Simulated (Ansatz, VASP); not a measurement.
## One calculation of Ru, two programs

```
Ru
1.0
     2.70580    0.00000    0.00000
    -1.35290    2.34329    0.00000
     0.00000    0.00000    4.28190
Ru
2
Cartesian
  0.0000 1.5622 1.0705
  1.3529 0.7811 3.2114
```

Alike in both runs: task single point; functional PBE; k mesh 9 × 9 × 4; occupations gaussian, width 0.1 eV; no spin polarisation.

|  | VASP | Ansatz |
| --- | --- | --- |
| version | VASP 6.6.1 | Ansatz 0.2.0 |
| potentials or method | VASP PAW PBE potentials, release 64 (Ru_pv) | scalar-relativistic, plane waves, PAW |
| plane-wave cutoff (eV) | 520 | 420 |
| valence electrons in the cell | 28 | 32 |

Ansatz gave:

* gap on the k mesh at the Fermi level (eV): none
* pressure (GPa): 4.7
* largest component of the traceless stress (GPa): 1.68

Estimate VASP's values.

gap on the k mesh at the Fermi level (eV): none; pressure (GPa): 4.6; largest component of the traceless stress (GPa): 1.65.

A gap of «none» marks a metal or a gap that the smearing closes. With one functional, cell and mesh, what is left measures potentials, basis and numerics. The two sets of potentials don't hold the same shells in valence.

Caveats: the k mesh is coarse (spacing up to 0.37 Å⁻¹), so the values aren't converged.
